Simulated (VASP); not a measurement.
**TaS2: single point with PBE**

Crystal: TaS2.

```
CELL_PARAMETERS angstrom
3.35000 0.00000 0.00000
-1.67500 2.90119 0.00000
0.00000 0.00000 5.86000
ATOMIC_POSITIONS crystal
Ta 0.00000 0.00000 0.00000
S 0.66667 0.33333 0.75000
S 0.33333 0.66667 0.25000
```

```json
{"Program": "VASP 6.6.1", "Task": "single point", "Functional": "PBE", "Potentials or basis": "VASP PAW PBE potentials, release 64 (Ta_sv_GW, S_GW)", "Cutoff": "400 eV", "k mesh": "4 × 4 × 2", "Occupations": "gaussian, width 0.02 eV", "Spin": "no spin polarisation"}
```

```json
{
  "Pressure": "9.4 GPa",
  "Largest force": "1.208 eV/Å",
  "Band gap on the k mesh": "none (metal or under the smearing width)"
}
```

Forces on the atoms (eV/Å):
```
Ta   0.000  0.000  0.000
S    0.000  0.000 -1.208
S    0.000  0.000  1.208
```

Stress tensor (GPa, compression positive):
```
 7.97  0.00  0.00
 0.00  7.97  0.00
 0.00  0.00 12.30
```

Levels at points of the mesh, in eV from the Fermi level:
| k point | band 8 | band 9 | band 10 | band 11 | band 12 | band 13 | band 14 | band 15 | band 16 | band 17 |
| --- | --- | --- | --- | --- | --- | --- | --- | --- | --- | --- |
| (0.00, 0.00, 0.00) | -3.85 | -3.85 | -0.90 | -0.34 | -0.34 | 0.42 | 0.42 | 0.69 | 4.52 | 4.52 |
| (0.50, 0.00, 0.00) | -4.19 | -4.08 | -3.68 | -3.02 | -1.82 | -0.38 | 2.83 | 3.38 | 4.95 | 5.62 |
| (0.00, 0.00, 0.50) | -3.82 | -3.82 | -3.12 | -0.48 | -0.48 | 0.39 | 0.39 | 1.66 | 4.93 | 4.93 |
| (0.50, 0.00, 0.50) | -4.82 | -3.96 | -3.81 | -1.80 | -1.54 | -0.83 | 2.82 | 3.37 | 4.86 | 4.94 |

Wall time 18 s on 1 thread of AMD EPYC 7R43 64-Core Processor (Zen 3), with other jobs on the host, peak memory 0.11 GiB.

Caveat: the k mesh is coarse (spacing up to 0.54 Å⁻¹), so the values aren't converged; this functional lacks dispersion, which binds the layers, so the pressure and a relaxed spacing across them are unreliable; forces of over 1 eV/Å show positions far from the minimum, so gaps and moduli don't describe the material at rest. Spin-orbit coupling is left out, which matters for the levels of Ta.
